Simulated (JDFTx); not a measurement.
The system is CdS (Hawleyite).

```xyz
2
Lattice="0.0000 2.9165 2.9165 2.9165 0.0000 2.9165 2.9165 2.9165 0.0000" Properties=species:S:1:pos:R:3 pbc="T T T"
Cd    0.0000    0.0000    0.0000
S     4.3748    4.3748    4.3748
```

Base run:

* Program: JDFTx 1.7.0 (patched build)
* Functional: PBEsol
* Potentials or basis: PseudoDojo-SR-PBEsol-0.4.1-standard with smoothed tails
* Cutoff: 1388 eV
* Density cutoff: 11102 eV
* k mesh: 8 × 8 × 8
* Occupations: fermi-dirac, width 0.05 eV
* Spin: no spin polarisation

Its results: band gap on the k mesh 1.00 eV, direct; pressure -0.3 GPa.

Q: The run is repeated on the same cell with these changes: functional from PBEsol to LDA; potentials or basis from PseudoDojo-SR-PBEsol-0.4.1-standard with smoothed tails to PseudoDojo-SR-LDA-0.4.1-standard with smoothed tails. What comes out?

A: Band gap on the k mesh 0.86 eV, direct; pressure -2.5 GPa.

Caveats: the empty levels aren't tightly converged.

